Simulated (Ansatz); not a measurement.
Runs of Ansatz 0.2.0 on CdSe. It takes space group F-43m (No. 216, cubic). Conventional cell: a = 6.141 Å, b = 6.141 Å, c = 6.141 Å, α = 90.00°, β = 90.00°, γ = 90.00°. Around Cd (site symmetry -43m) lie 4 Se at 2.66 Å. Se (site symmetry -43m) is surrounded by 4 Cd at 2.66 Å. Measurements of this composition are mostly on another form, of space group No. 186.

```tsv
task	level	cell	cutoff (eV)	smearing	gap on the mesh (eV)	pressure (GPa)	relaxed volume (Å³/atom)
single point	PBEsol	as given	266	gaussian 0.02 eV	0.43	-1.4	-
single point	PBE	as given	266	gaussian 0.019 eV	0.55	1.3	-
relaxation of cell and atoms	RPBE+D3(BJ)	relaxed	-	fermi-dirac 0.05 eV	0.93	0.0	26.26
single point	PBE	as given	266	gaussian 0.027 eV	0.55	1.3	-
relaxation of cell and atoms	PBEsol	relaxed	-	fermi-dirac 0.05 eV	(b)	0.0	(a)
```

Alike in all rows: potentials or basis all-electron LAPW, scalar-relativistic; no spin polarisation; k mesh 8 × 8 × 8; basis error allowed 0.001 eV/atom.

Q: Fill in the values left out.

A: (a) 28.14; (b) 0.48.

A k mesh can miss the band edges, and the runs leave out spin-orbit coupling on Cd, Se.
